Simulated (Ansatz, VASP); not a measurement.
**Two plane-wave programs on AlPt**

Contents of INCAR:

```
PREC = Accurate
ENCUT = 520
EDIFF = 1E-7
ISMEAR = 0
SIGMA = 0.15
LREAL = F
LASPH = T
NELM = 100
ALGO = Fast
ISIF = 2
LWAVE = F
LCHARG = F
GGA = PS
NBANDS = 21
```

Contents of KPOINTS:

```
regular mesh
0
Gamma
  12 12 6
```

File POSCAR:

```
AlPt
1.0
    3.0601616564      0.0000000000      0.0000000000
    0.0000000000      3.0601616564      0.0000000000
    0.0000000000      0.0000000000      6.1203233127
Al Pt
2 2
Direct
    0.0000000000      0.0000000000      0.5000000000
    0.0000000000      0.0000000000      0.0000000000
    0.5000000000      0.5000000000      0.2500000000
    0.5000000000      0.5000000000      0.7500000000
```

Input for Ansatz:

```yaml
crystal:
  lattice:
    - [3.0601616564, 0.0, 0.0]
    - [0.0, 3.0601616564, 0.0]
    - [0.0, 0.0, 6.1203233127]
  atoms:
    - { symbol: Al, position: [0.0, 0.0, 0.5] }
    - { symbol: Al, position: [0.0, 0.0, 0.0] }
    - { symbol: Pt, position: [0.5, 0.5, 0.25] }
    - { symbol: Pt, position: [0.5, 0.5, 0.75] }
basis:
  ecutwfc: 420
kpoints:
  mp_grid: { grid: [12, 12, 6] }
hamiltonian:
  xc: pbesol
scf:
  occupations: { method: gaussian, width: 0.15 }
output:
  forces: true
  stress: true
  eigenvalues: true
  write_density: true
  write_potential: true
  elf: true
  volumetric_format: npy
```

Alike in both runs: task single point; functional PBEsol; k mesh 12 × 12 × 6; occupations gaussian, width 0.15 eV; no spin polarisation.

|  | VASP | Ansatz |
| --- | --- | --- |
| version | VASP 6.6.1 | Ansatz 0.2.0 |
| potentials or method | VASP PAW PBE potentials, release 64 (Al, Pt) | scalar-relativistic, plane waves, PAW |
| plane-wave cutoff (eV) | 520 | 420 |
| valence electrons in the cell | 26 | 42 |

|  | VASP | Ansatz | Ansatz less VASP |
| --- | --- | --- | --- |
| gap on the k mesh at the Fermi level (eV) | none | none | - |
| pressure (GPa) | 0.0 | 0.1 | +0.06 |

A gap of «none» marks a metal or a gap that the smearing closes. With one functional, cell and mesh, what is left measures potentials, basis and numerics. The two sets of potentials don't hold the same shells in valence.

Caveats: the PAW data sets were made with another functional, which shifts forces and pressure a little (VASP). The runs have no spin-orbit coupling, so splittings on Pt are missing.
